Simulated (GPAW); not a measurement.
Runs of GPAW 26.7.0 on TiB2. The structure is hexagonal, space group P6/mmm (No. 191). The conventional cell has a = 3.029 Å, b = 3.029 Å, c = 3.228 Å, α = 90.00°, β = 90.00°, γ = 120.00°. Around Ti (site symmetry 6/mmm) lie 12 B at 2.38 Å. B (site symmetry -6m2) is surrounded by 3 B at 1.75 Å. 

```csv
task,level,potentials or basis,cell,k mesh,cutoff (eV),smearing,optimizer,fmax,max steps,k mesh for the DOS,dos width,mesh quality,gap on the mesh (eV),pressure (GPa),relaxed volume (Å³/atom)
relaxation of cell and atoms,PBEsol+D3,"PAW data sets generated in the run's folder for this functional, pw",relaxed,7 × 7 × 6,800,fermi-dirac 0.05 eV,BFGS,0.01 eV/Å,40,-,-,not flagged,none,0.0,(a)
electron localisation function,PBEint,"PAW data sets generated in the run's folder for this functional, pw",as given,6 × 6 × 5,680,fermi-dirac 0.01 eV,-,-,-,-,-,coarse,none,-2.4,-
relaxation of cell and atoms,PBEsol+D3(BJ),"PAW data sets generated in the run's folder for this functional, pw",relaxed,7 × 7 × 6,800,fermi-dirac 0.05 eV,BFGS,0.02 eV/Å,100,-,-,not flagged,none,-0.1,8.16
density of states,revPBE+D3,"the program's PAW data sets (release 1.2.1) made for this functional, pw",as given,6 × 6 × 5,680,fermi-dirac 0.01 eV,-,-,-,9 × 9 × 7,0.05 eV,coarse,none,-7.5,-
Fermi surface,PBEint,"PAW data sets generated in the run's folder for this functional, pw",as given,6 × 6 × 5,680,fermi-dirac 0.01 eV,-,-,-,-,-,coarse,none,-2.4,-
```

Alike in all rows: no spin polarisation.

Fill in the values left out.

(a) 8.24.

Caveats: some runs use coarse meshes; pairwise dispersion overbinds metals, which lowers pressure and volume (some runs); the cutoff is short for stress and forces, so pressures can be off by a GPa or more (some runs); later steps reuse the first step's grids (some runs).

A gap of «none» marks a metal or a gap under the smearing width.

Runs at the PBE level aren't shown here.
